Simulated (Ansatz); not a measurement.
# AlNi: a line through a two-coordinate scan

Aim: follow the energy of AlNi (Pm-3m, No. 221; 6 atoms in the cell) along one coordinate, slide along a1 + a2 (4.047 Å), with the other held at opening across the cut = 0.7 Å.

Computed with Ansatz 0.2.0 (DFT PBEsol, scalar-relativistic, plane waves, PAW, unless a step's input says otherwise).

15 further runs of the same task are left out: 1 for a known fault of the program, 14 set aside as unsound or not needed.

### Step 1. The starting structure

The structure is cubic, space group Pm-3m (No. 221). The conventional cell has a = 2.862 Å, b = 2.862 Å, c = 2.862 Å, α = 90.00°, β = 90.00°, γ = 90.00°. Around Al (site symmetry m-3m) lie 8 Ni at 2.48 Å. Around Ni (site symmetry m-3m) lie 8 Al at 2.48 Å.

Coordinates:

```
CELL_PARAMETERS angstrom
2.86182 0.00000 0.00000
0.00000 2.86182 0.00000
0.00000 0.00000 2.86182
ATOMIC_POSITIONS crystal
Al 0.00000 0.00000 0.00000
Ni 0.50000 0.50000 0.50000
```

This cell was relaxed beforehand with the same method: volume 11.72 Å³/atom, gap on the mesh none (metal).

### Step 2. The scan

Rigid slide and opening across a plane, one cut a cell; the plane is (1 0 0) of the conventional cell, and the faces at the cut hold Ni and Al.

First coordinate, slide along a1 + a2 (4.047 Å): 12 values from 0.000 to 0.917, periodic. Second coordinate, opening across the cut: 7 values from −0.3 to 3.2 Å.

Nothing else is relaxed (rigid halves). Energies count from the perfect crystal. Points are written as (first, second).

### Step 3. Grid point (0.000, 0.7 Å)

The input, input.yaml:

```yaml
crystal:
  lattice:
    - [0.0, -2.8618233747, 0.0]
    - [0.0, 0.0, -2.8618233747]
    - [9.2854701242, 0.0, 0.0]
  atoms:
    - { symbol: Al, position: [1.0, 0.0, 0.0770511169] }
    - { symbol: Al, position: [1.0, 0.0, 0.3852555843] }
    - { symbol: Al, position: [1.0, 0.0, 0.6934600518] }
    - { symbol: Ni, position: [0.5, 0.5, 0.8475622855] }
    - { symbol: Ni, position: [0.5, 0.5, 0.2311533506] }
    - { symbol: Ni, position: [0.5, 0.5, 0.5393578181] }
basis:
  ecutwfc: 520.0
kpoints:
  mp_grid: { grid: [15, 15, 5] }
hamiltonian:
  xc: pbesol
  pseudopotentials: { kind: paw, azcp: { folder: soft_1 } }
scf:
  occupations: { method: gaussian, width: 0.15 }
output:
  forces: true
  stress: true
  eigenvalues: true
```

On the command line:

```sh
$ ansatz run input.yaml --threads 4 --pin off --max-ram 8192MiB --backend cpu --events-out ev --progress --plain --runs-dir out
```

Further runs follow: the other points of the line.

**Question.** What will these runs give? Wanted: for each run, slide along a1 + a2; energy; slope; pressure; largest force on an atom.

The runs gave:

| slide along a1 + a2 (4.047 Å) | step | energy (J/m²) | slope (J/m² per unit fraction) | pressure (GPa) | largest force on an atom (eV/Å) |
| --- | --- | --- | --- | --- | --- |
| 0.000 | 3 | 1.41 | 0.0 | −6.9 | 1.41 |
| 0.083 | 4 | 1.44 | 0.8 | −6.6 | 1.35 |
| 0.167 | 5 | 1.57 | 2.2 | −5.7 | 1.13 |
| 0.250 | 6 | 1.84 | 4.2 | −4.3 | 0.74 |
| 0.333 | – | 2.25 | 5.4 | −2.6 | 1.16 |
| 0.417 | 7 | 2.67 | 4.1 | −1.2 | 1.94 |
| 0.500 | – | 2.85 | 0.0 | −0.7 | 2.27 |
| 0.583 | – | 2.67 | −4.1 | −1.2 | 1.94 |
| 0.667 | – | 2.25 | −5.4 | −2.6 | 1.16 |
| 0.750 | – | 1.84 | −4.2 | −4.3 | 0.74 |
| 0.833 | – | 1.57 | −2.2 | −5.7 | 1.13 |
| 0.917 | – | 1.44 | −0.8 | −6.6 | 1.35 |

Energies count from the perfect crystal. Rows without a step come from runs not printed here or follow by symmetry. Slopes come from the forces (and the stress, where the cell changes), not from differences of energies.

What this shows: The lowest point of the line is at 0.000, 1.41 J/m² from the zero. The highest point computed, at 0.500, lies 1.44 J/m² above the lowest. This is one cut through a surface in two coordinates; the map's lowest point lies off it. A rigid map gives upper bounds: relaxing the other coordinates can only lower a point. Spin polarisation is off in the runs that give these values; a magnetic solution could lie lower.
